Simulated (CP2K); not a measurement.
BN in CP2K: the effect of functional

The system is BN.

```xyz
4
Lattice="2.5539 0.0000 0.0000 -1.2770 2.2118 0.0000 0.0000 0.0000 4.2269" Properties=species:S:1:pos:R:3 pbc="T T T"
N     0.0000    1.4745    0.5295
N     1.2770    0.7373    2.6430
B     0.0000    1.4745    2.1123
B     1.2770    0.7373    4.2257
```

Measurements of this composition are mostly on another form, of space group No. 194.

Alike in all runs:

```yaml
Program: CP2K 2026.2
Task: band structure
Potentials_or_basis: POTENTIAL_UZH N GTH-PBE-q5, B GTH-PBE-q3; TZVP-MOLOPT-PBE-GTH basis
Density_cutoff: 9184 eV
k_mesh: 12 × 12 × 6
Occupations: fermi-dirac, width 0.05 eV
Spin: no spin polarisation
```

Question: One run gave: gap on the mesh 5.67 eV; pressure -2.7 GPa. Which functional did it use?
A. PBEsol
B. optB88-vdW
C. M06-L
D. LDA
E. WC

Answer: C.

```tsv
functional	gap on the mesh (eV)	pressure (GPa)
LDA	4.90	-3.1
PBEsol	4.98	-2.4
vdW-DF2	5.85	10.7
WC	5.03	-2.2
optB88-vdW	5.43	1.1
M06-L	5.67	-2.7
```

Caveats: the potentials were made for another functional, which shifts forces and pressure; the basis of atomic orbitals isn't converged, which shifts pressures, moduli and gaps.

Runs at the PBE level aren't shown here.
